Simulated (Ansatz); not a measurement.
Here is an Ansatz 0.2.0 calculation.

The input input.yaml:

```yaml
crystal:
  lattice:
    - [-2.3713723045, 2.3713723045, 1.3292653899]
    - [2.3713723045, -2.3713723045, 1.3292653899]
    - [2.3713723045, 2.3713723045, -1.3292653899]
  atoms:
    - { symbol: Si, position: [0.5, 0.5, 0.0] }
    - { symbol: Si, position: [0.25, 0.75, 0.5] }
hamiltonian:
  xc: pbe
  pseudopotentials: { kind: paw }
kpoints:
  mp_grid: { grid: [11, 11, 11] }
scf:
  occupations: { method: fermi_dirac, width: 0.05 }
output:
  forces: true
  stress: true
  eigenvalues: true
```

Potentials or basis: Ansatz PAW.

Command:

```console
$ ansatz run input.yaml --threads 2 --pin off --max-ram 5120MiB --backend cpu --events-out ev --progress --plain --runs-dir out
```

Question: What does it give for the pressure?

Answer: 3.2 GPa.

Question: What does it give for the band gap on the k mesh?

Answer: None (metal or under the smearing width).

Stress tensor (GPa, compression positive):
```
3.77 0.00 0.00
0.00 3.77 0.00
0.00 0.00 2.10
```
